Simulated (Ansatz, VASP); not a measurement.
**Br in VASP and in Ansatz**

```
Br
1.0
     3.36325   -2.32255    0.00000
     3.36325    2.32255    0.00000
     0.00000    0.00000    8.70230
Br
4
Direct
  0.36210 0.64457 0.38555
  0.13829 0.86548 0.88671
  0.62662 0.35413 0.61351
  0.86227 0.12977 0.10185
```

Change from the starting cell: atoms moved at random, drawn with an rms of 0.05 Å.

Alike in both runs: task single point; functional PBEsol; k mesh 7 × 7 × 3; occupations fermi-dirac, width 0.05 eV; no spin polarisation.

|  | VASP | Ansatz |
| --- | --- | --- |
| version | VASP 6.6.1 | Ansatz 0.2.0 |
| potentials or method | VASP PAW PBE potentials, release 64 (Br) | Ansatz PAW |
| plane-wave cutoff (eV) | 520 | 420 |
| valence electrons in the cell | 28 | 28 |

```tsv
	VASP	Ansatz	Ansatz less VASP
gap on the k mesh at the Fermi level (eV)	1.65	1.65	-0.001
least direct gap on the mesh (eV)	1.71	1.71	-0.002
pressure (GPa)	-0.3	-0.4	-0.04
largest component of the traceless stress (GPa)	1.94	1.93	-0.015
rms of the force components (eV/Å)	0.528	0.517	-0.0113
```

Atom by atom the forces differ by 0.015 eV/Å (rms over components). The functional is the same, so the differences come from potentials, cutoffs and numerics.

Caveats: the PAW data sets were made with another functional, which shifts forces and pressure a little (VASP); an odd mesh through Γ misses points on the zone boundary, where band edges often lie (VASP); odd divisions of the mesh miss points on the zone boundary, where band edges often lie, so the gap on the mesh can be too wide (Ansatz); the PAW data sets come from PBE, with cores solved anew for the run's functional, which leaves a small shift of forces and pressure (Ansatz).
